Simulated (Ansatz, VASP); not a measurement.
## Al: VASP beside Ansatz

```xyz
1
Lattice="-1.5044 1.5044 1.5044 1.5044 -1.5044 1.5044 1.5044 1.5044 -1.5044" Properties=species:S:1:pos:R:3 pbc="T T T"
Al    0.0000    0.0000    0.0000
```

Change from the starting cell: volume scaled by 0.84, LAPW.

Alike in both runs: task single point; functional LDA; k mesh 19 × 19 × 19; occupations fermi-dirac, width 0.08 eV; no spin polarisation.

|  | VASP | Ansatz |
| --- | --- | --- |
| version | VASP 6.6.1 | Ansatz 0.2.0 |
| potentials or method | VASP PAW LDA potentials, release 64 (Al), cutoff 520 eV | all-electron LAPW, scalar-relativistic |

```tsv
	VASP	Ansatz	Ansatz less VASP
pressure (GPa)	19.1	18.8	-0.26
```

Ansatz ran all-electron here, so the differences hold the error of VASP's frozen core and of both bases.

Caveats: so large a pressure means that the cell lies far from this level's equilibrium, or that cutoff or potentials fall short (VASP).
